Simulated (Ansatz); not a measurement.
CdS (Hawleyite) in Ansatz: the effect of functional

Crystal: CdS (Hawleyite).

```xyz
2
Lattice="0.0000 2.9165 2.9165 2.9165 0.0000 2.9165 2.9165 2.9165 0.0000" Properties=species:S:1:pos:R:3 pbc="T T T"
Cd    0.0000    0.0000    0.0000
S     4.3748    4.3748    4.3748
```

Alike in all runs:

- Program: Ansatz 0.2.0
- Task: single point
- Potentials or basis: all-electron PAW datasets made for the crystal
- k mesh: 6 × 6 × 6
- Occupations: fermi-dirac, width 0.05 eV
- Spin: no spin polarisation

| functional | cutoff | gap on the mesh (eV) | pressure (GPa) |
| --- | --- | --- | --- |
| PBEsol | 260 eV (chosen from the basis error) | 1.00 | -0.2 |
| HSE06 | 290 eV (chosen from the basis error) | 2.17 | 1.7 |
| PBE0 | 290 eV (chosen from the basis error) | ? | ? |

Q: What does the run with functional PBE0 give?

A: gap on the mesh 2.81 eV; pressure 1.6 GPa.

The runs don't all hold the same shells in valence.
